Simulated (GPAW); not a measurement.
# Ru (P6_3/mmc) in GPAW: settings compared, part 2 of 2

GPAW 26.7.0.

## Step 3: Relaxation of cell and atoms, RPBE, target pressure 5 GPa, at which the enthalpy is minimised

run.py reads:

```python
from ase.filters import FrechetCellFilter
from ase.io import read, write
from ase.optimize import BFGS
from ase.units import GPa
from gpaw import GPAW, PW

atoms = read('Ru.cif')

calc = GPAW(mode=PW(600),
            xc='RPBE',
            kpts={'size': (8, 8, 5), 'gamma': True},
            occupations={'name': 'fermi-dirac', 'width': 0.05},
            nbands=29,
            convergence={'density': 1e-06, 'energy': 1e-06, 'eigenstates': 1e-10},
            maxiter=150,
            txt='gpaw.txt')
atoms.calc = calc
opt = BFGS(FrechetCellFilter(atoms, scalar_pressure=5 * GPa), trajectory='relax.traj', logfile='-')
done = opt.run(fmax=0.02, steps=100)
calc.write('gs.gpw')
write('result.traj', atoms)
print('Converged:', done)
print('Cell:', atoms.cell.cellpar().round(4))
print('Volume:', round(atoms.get_volume(), 4))
print(atoms.get_scaled_positions().round(5))
```

Ru.cif reads:

```cif
data_Ru
_cell_length_a 2.70580000
_cell_length_b 2.70580000
_cell_length_c 4.28190000
_cell_angle_alpha 90.00000000
_cell_angle_beta 90.00000000
_cell_angle_gamma 120.00000000
_space_group_name_H-M_alt 'P6_3/mmc'
_space_group_name_Hall '-P 6c 2c'
_space_group_IT_number 194
loop_
_space_group_symop_operation_xyz
'x,y,z'
'-x,-y,-z'
'x-y,x,z+1/2'
'-x+y,-x,-z+1/2'
'-y,x-y,z'
'y,-x+y,-z'
'-x,-y,z+1/2'
'x,y,-z+1/2'
'-x+y,-x,z'
'x-y,x,-z'
'y,-x+y,z+1/2'
'-y,x-y,-z+1/2'
'-y,-x,-z+1/2'
'y,x,z+1/2'
'-x,-x+y,-z'
'x,x-y,z'
'-x+y,y,-z+1/2'
'x-y,-y,z+1/2'
'y,x,-z'
'-y,-x,z'
'x,x-y,-z+1/2'
'-x,-x+y,z+1/2'
'x-y,-y,-z'
'-x+y,y,z'
loop_
_atom_site_label
_atom_site_type_symbol
_atom_site_symmetry_multiplicity
_atom_site_Wyckoff_symbol
_atom_site_fract_x
_atom_site_fract_y
_atom_site_fract_z
_atom_site_occupancy
Ru1 Ru 2 c 0.6666666667 0.3333333333 0.7500000000 1
```

Potentials or basis: the program's PAW data sets (release 1.2.1) made for this functional, pw.

Command:

```console
OMP_NUM_THREADS=1 python run.py
```

gpaw.txt:

```text
__  _  _
 | _ |_)|_||  |
 |__||  | ||/\| - 26.7.0

Input parameters:
  mode=PW(ecut=600.0),
  convergence={'density': 1e-06, 'energy': 1e-06, 'eigenstates': 1e-10},
  kpts=MonkhorstPack(size=(8, 8, 5), gamma=True),
  maxiter=150,
  nbands=29,
  occupations=Occupations(name='fermi-dirac', width=0.05),
  xc=XC(name='RPBE')

Diagonalizing LCAO Hamiltonian
Converting LCAO to pw mode

          Ru

        Ru

Atoms  # Å, Bohr magnetons
|   | symbol |         x |        y |        z |    initial magnetic moments |
|---|--------|-----------|----------|----------|-----------------------------|
| 0 |     Ru |  1.352900 | 0.781097 | 3.211425 | ( 0.0000,  0.0000,  0.0000) |
| 1 |     Ru | -0.000000 | 1.562194 | 1.070475 | ( 0.0000,  0.0000,  0.0000) |

Unit cell  # Å
| periodic |         x |        y |        z |  lengths |     angles |
|----------|-----------|----------|----------|----------|------------|
|      yes |  2.705800 | 0.000000 | 0.000000 | 2.705800 |  90.000000 |
|      yes | -1.352900 | 2.343292 | 0.000000 | 2.705800 |  90.000000 |
|      yes |  0.000000 | 0.000000 | 4.281900 | 4.281900 | 120.000000 |

Number of symmetries: 12
Symmetry operations  # r_c * U_cc + t_c -> r_c
|    | kind |            matrix            |
|----|------|------------------------------|
|  0 |  σ   |  1, 1, 0,  0,-1, 0,  0, 0, 1 |
|  1 |  S6  |  1, 1, 0, -1, 0, 0,  0, 0,-1 |
|  2 |  E   |  1, 0, 0,  0, 1, 0,  0, 0, 1 |
|  3 |  C2  |  1, 0, 0, -1,-1, 0,  0, 0,-1 |
|  4 |  C2  |  0, 1, 0,  1, 0, 0,  0, 0,-1 |
|  5 |  C3  |  0, 1, 0, -1,-1, 0,  0, 0, 1 |
|  6 |  S6  |  0,-1, 0,  1, 1, 0,  0, 0,-1 |
|  7 |  σ   |  0,-1, 0, -1, 0, 0,  0, 0, 1 |
|  8 |  σ   | -1, 0, 0,  1, 1, 0,  0, 0, 1 |
|  9 |  i   | -1, 0, 0,  0,-1, 0,  0, 0,-1 |
| 10 |  C3  | -1,-1, 0,  1, 0, 0,  0, 0, 1 |
| 11 |  C2  | -1,-1, 0,  0, 1, 0,  0, 0,-1 |
[... 108 lines left out ...]
SCF iterations
|iter     | |      energy | eigst |  dens |
|---------|-|-------------|-------|-------|
|iter:   1| |  -19.165178 | +0.19 |       |
|iter:   2| |  -18.844231 | -2.66 | -1.07 |
|iter:   3| |  -17.637156 | -1.66 | -1.12 |
|iter:   4| |  -17.635842 | -4.06 | -2.08 |
|iter:   5| |  -17.635972 | -3.92 | -2.35 |
|iter:   6| |  -17.635996 | -6.42 | -3.59 |
|iter:   7| |  -17.636001c| -6.81 | -3.93 |
|iter:   8| |  -17.636001c| -8.75 | -4.85 |
|iter:   9| |  -17.636001c| -9.61 | -5.27 |
|iter:  10| |  -17.636001c|-11.11c| -5.88 |
|iter:  11| |  -17.636001c|-11.07c| -6.50c|

Converged in 11 steps
Energy contributions relative to reference atoms: (reference = -246506.125506)

Energy contributions:
  Kinetic:          -4.481874
  Coulomb:          -2.867747
  Zero:             -0.321178
  External:          0.000000
  Xc:               -9.960334
  Entropy:          -0.009736
  Spinorbit:         0.000000
  ----------------------------
  Free energy:     -17.640869
  Extrapolated:    -17.636001

dipole moment: (0.000000, 0.000000, 0.000001)  # |e|*Ang
[... 26 lines left out ...]
No gap
No difference between direct/indirect transitions

Stress tensor  # eV/Ang^3
|         x |         y |         z |
|-----------|-----------|-----------|
| -0.051895 |  0.000000 |  0.000000 |
|  0.000000 | -0.051895 |  0.000000 |
|  0.000000 |  0.000000 | -0.048784 |

Forces  # eV/Ang
|       x |        y |        z |
|---------|----------|----------|
| 0.00000 | -0.00000 | -0.00004 |  # Ru   0
| 0.00000 |  0.00000 |  0.00004 |  # Ru   1

Interpolating wave functions to new cell

          Ru

        Ru

Atoms  # Å, Bohr magnetons
|   | symbol |         x |        y |        z |    initial magnetic moments |
|---|--------|-----------|----------|----------|-----------------------------|
| 0 |     Ru |  1.355617 | 0.782666 | 3.216902 | ( 0.0000,  0.0000,  0.0000) |
| 1 |     Ru | -0.000000 | 1.565331 | 1.072301 | ( 0.0000,  0.0000,  0.0000) |

Unit cell  # Å
| periodic |         x |         y |         z |  lengths |     angles |
|----------|-----------|-----------|-----------|----------|------------|
|      yes |  2.711233 | -0.000000 | -0.000000 | 2.711233 |  90.000000 |
|      yes | -1.355617 |  2.347997 | -0.000000 | 2.711233 |  90.000000 |
|      yes |  0.000000 | -0.000000 |  4.289204 | 4.289204 | 120.000000 |

Number of symmetries: 12
Symmetry operations  # r_c * U_cc + t_c -> r_c
|    | kind |            matrix            |
|----|------|------------------------------|
|  0 |  σ   |  1, 1, 0,  0,-1, 0,  0, 0, 1 |
|  1 |  S6  |  1, 1, 0, -1, 0, 0,  0, 0,-1 |
|  2 |  E   |  1, 0, 0,  0, 1, 0,  0, 0, 1 |
|  3 |  C2  |  1, 0, 0, -1,-1, 0,  0, 0,-1 |
|  4 |  C2  |  0, 1, 0,  1, 0, 0,  0, 0,-1 |
|  5 |  C3  |  0, 1, 0, -1,-1, 0,  0, 0, 1 |
|  6 |  S6  |  0,-1, 0,  1, 1, 0,  0, 0,-1 |
|  7 |  σ   |  0,-1, 0, -1, 0, 0,  0, 0, 1 |
|  8 |  σ   | -1, 0, 0,  1, 1, 0,  0, 0, 1 |
|  9 |  i   | -1, 0, 0,  0,-1, 0,  0, 0,-1 |
| 10 |  C3  | -1,-1, 0,  1, 0, 0,  0, 0, 1 |
| 11 |  C2  | -1,-1, 0,  0, 1, 0,  0, 0,-1 |
[... 162 lines left out ...]
No gap
No difference between direct/indirect transitions

Stress tensor  # eV/Ang^3
|         x |         y |         z |
|-----------|-----------|-----------|
| -0.040108 |  0.000000 |  0.000000 |
|  0.000000 | -0.040108 |  0.000000 |
|  0.000000 |  0.000000 | -0.037237 |

Forces  # eV/Ang
|        x |        y |        z |
|----------|----------|----------|
| -0.00000 | -0.00000 | -0.00000 |  # Ru   0
|  0.00000 |  0.00000 |  0.00000 |  # Ru   1

Interpolating wave functions to new cell

          Ru

        Ru

Atoms  # Å, Bohr magnetons
|   | symbol |         x |        y |        z |    initial magnetic moments |
|---|--------|-----------|----------|----------|-----------------------------|
| 0 |     Ru |  1.357622 | 0.783824 | 3.220130 | ( 0.0000,  0.0000,  0.0000) |
| 1 |     Ru | -0.000000 | 1.567647 | 1.073377 | ( 0.0000,  0.0000,  0.0000) |

Unit cell  # Å
| periodic |         x |         y |         z |  lengths |     angles |
|----------|-----------|-----------|-----------|----------|------------|
|      yes |  2.715244 | -0.000000 | -0.000000 | 2.715244 |  90.000000 |
|      yes | -1.357622 |  2.351471 | -0.000000 | 2.715244 |  90.000000 |
|      yes |  0.000000 |  0.000000 |  4.293507 | 4.293507 | 120.000000 |

Number of symmetries: 12
Symmetry operations  # r_c * U_cc + t_c -> r_c
|    | kind |            matrix            |
|----|------|------------------------------|
|  0 |  σ   |  1, 1, 0,  0,-1, 0,  0, 0, 1 |
|  1 |  S6  |  1, 1, 0, -1, 0, 0,  0, 0,-1 |
|  2 |  E   |  1, 0, 0,  0, 1, 0,  0, 0, 1 |
|  3 |  C2  |  1, 0, 0, -1,-1, 0,  0, 0,-1 |
|  4 |  C2  |  0, 1, 0,  1, 0, 0,  0, 0,-1 |
|  5 |  C3  |  0, 1, 0, -1,-1, 0,  0, 0, 1 |
|  6 |  S6  |  0,-1, 0,  1, 1, 0,  0, 0,-1 |
|  7 |  σ   |  0,-1, 0, -1, 0, 0,  0, 0, 1 |
|  8 |  σ   | -1, 0, 0,  1, 1, 0,  0, 0, 1 |
|  9 |  i   | -1, 0, 0,  0,-1, 0,  0, 0,-1 |
| 10 |  C3  | -1,-1, 0,  1, 0, 0,  0, 0, 1 |
| 11 |  C2  | -1,-1, 0,  0, 1, 0,  0, 0,-1 |
[... 102 lines left out ...]
convergence criteria:
- Maximum integral of absolute [dens]ity change: 1e-06 electrons / valence electron
- Maximum [total energy] change in last 3 cyles: 1e-06 eV / valence electron
- Maximum integral of absolute [eigenst]ate change: 1e-10 eV^2 / valence electron
maximum number of iterations: 150

SCF iterations
|iter     | |      energy | eigst |  dens |
|---------|-|-------------|-------|-------|
|iter:   1| |  -17.648482 | -2.98 |       |
|iter:   2| |  -17.648165 | -5.79 | -2.61 |
|iter:   3| |  -17.647183 | -4.83 | -2.66 |
|iter:   4| |  -17.647226 | -6.60 | -3.62 |
|iter:   5| |  -17.647248 | -6.67 | -3.84 |
|iter:   6| |  -17.647248c| -8.87 | -4.72 |
|iter:   7| |  -17.647248c| -9.38 | -5.00 |
|iter:   8| |  -17.647248c|-10.98c| -5.85 |
|iter:   9| |  -17.647248c|-11.36c| -6.69c|

Converged in 9 steps
Energy contributions relative to reference atoms: (reference = -246506.125506)

Energy contributions:
  Kinetic:          -6.388485
  Coulomb:          -1.316611
  Zero:             -0.314123
  External:          0.000000
  Xc:               -9.623137
  Entropy:          -0.009785
  Spinorbit:         0.000000
  ----------------------------
  Free energy:     -17.652141
  Extrapolated:    -17.647248

dipole moment: (0.000000, 0.000000, 0.000001)  # |e|*Ang
[... 26 lines left out ...]
No gap
No difference between direct/indirect transitions

Stress tensor  # eV/Ang^3
|         x |         y |         z |
|-----------|-----------|-----------|
| -0.031904 | -0.000000 |  0.000000 |
|  0.000000 | -0.031904 |  0.000000 |
|  0.000000 |  0.000000 | -0.029962 |

Forces  # eV/Ang
|       x |        y |        z |
|---------|----------|----------|
| 0.00000 | -0.00000 | -0.00003 |  # Ru   0
| 0.00000 |  0.00000 |  0.00003 |  # Ru   1

# Writing to gs.gpw (mode='')
```

It took 57 s on 1 thread of Arm Neoverse V1, shared host; peak memory 0.17 GiB.

What came out:

- Free energy: -17.6521 eV
- Relaxed volume: 13.71 Å³/atom
- Relaxed cell: a = 2.715 Å, b = 2.715 Å, c = 4.294 Å, α = 90.00°, β = 90.00°, γ = 120.00°
- Space group after relaxing (to 0.05 Å): P6_3/mmc (No. 194)
- Energy change on relaxing (the enthalpy is what falls): -5.6 meV/atom
- Ionic steps: 3
- Pressure after relaxing: 5.0 GPa
- Band gap on the k mesh: none (metal or under the smearing width)

Step by step:
| step | energy change (eV) | largest force (eV/Å) | pressure (GPa) | volume (Å³) |
| --- | --- | --- | --- | --- |
| 1 | 0.0000 | 0.0000 | 8.15 | 27.15 |
| 2 | -0.0072 | 0.0000 | 6.27 | 27.30 |
| 3 | -0.0112 | 0.0000 | 5.01 | 27.41 |

Final structure:
```xyz
2
Lattice="2.7152 0.0000 0.0000 -1.3576 2.3515 0.0000 0.0000 0.0000 4.2935" Properties=species:S:1:pos:R:3 pbc="T T T"
Ru    1.3576    0.7838    3.2201
Ru    0.0000    1.5676    1.0734
```

Levels at points of the mesh, in eV from the Fermi level:
```tsv
k point	band 13	band 14	band 15	band 16	band 17	band 18	band 19	band 20
(0.00, 0.00, 0.00)	-2.35	-1.86	-1.86	-1.36	-1.36	1.16	1.16	1.34
(0.50, 0.50, 0.00)	-2.02	-1.74	-1.48	1.39	1.80	1.87	4.02	6.10
```

Caveat: later steps reuse the first step's grids. RPBE and its kin give volumes clearly too large for solids.
